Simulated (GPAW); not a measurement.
Bi:

```
Bi
1.0
    -1.98143    1.98143    1.98143
     1.98143   -1.98143    1.98143
     1.98143    1.98143   -1.98143
Bi
1
Direct
  0.00000 0.00000 0.00000
```

This isn't the form of Bi at room conditions, which is rhombohedral.

- Program: GPAW 26.7.0
- Task: relaxation of cell and atoms
- Functional: RPBE
- Potentials or basis: the program's PAW data sets (release 1.2.1) made for this functional
- Cutoff: 600 eV
- Basis: pw
- k mesh: 9 × 9 × 9
- Occupations: fermi-dirac, width 0.05 eV
- Spin: no spin polarisation

At the start: pressure 2.2 GPa; volume 31.12 Å³/atom.

Q: How do energy, volume and symmetry change on relaxing?

A: Over 3 steps the energy falls by 8.4 meV/atom and the volume is 32.36 Å³/atom (+4.0 %); space group Im-3m (No. 229, to 0.05 Å).

Step by step:
```tsv
step	energy change (eV)	largest force (eV/Å)	pressure (GPa)	volume (Å³)
1	0.0000	0.0000	2.17	31.12
2	-0.0059	0.0000	1.15	31.68
3	-0.0084	0.0000	0.06	32.36
```

Final structure:
```cif
data_structure
_symmetry_space_group_name_H-M 'P 1'
_symmetry_Int_Tables_number 1
_cell_length_a 3.4772
_cell_length_b 3.4772
_cell_length_c 3.4772
_cell_angle_alpha 109.471
_cell_angle_beta 109.471
_cell_angle_gamma 109.471
_cell_volume 32.36
loop_
_atom_site_label
_atom_site_type_symbol
_atom_site_fract_x
_atom_site_fract_y
_atom_site_fract_z
_atom_site_occupancy
Bi1 Bi 0.00000 0.00000 0.00000 1
```

Caveat: later steps reuse the first step's grids.
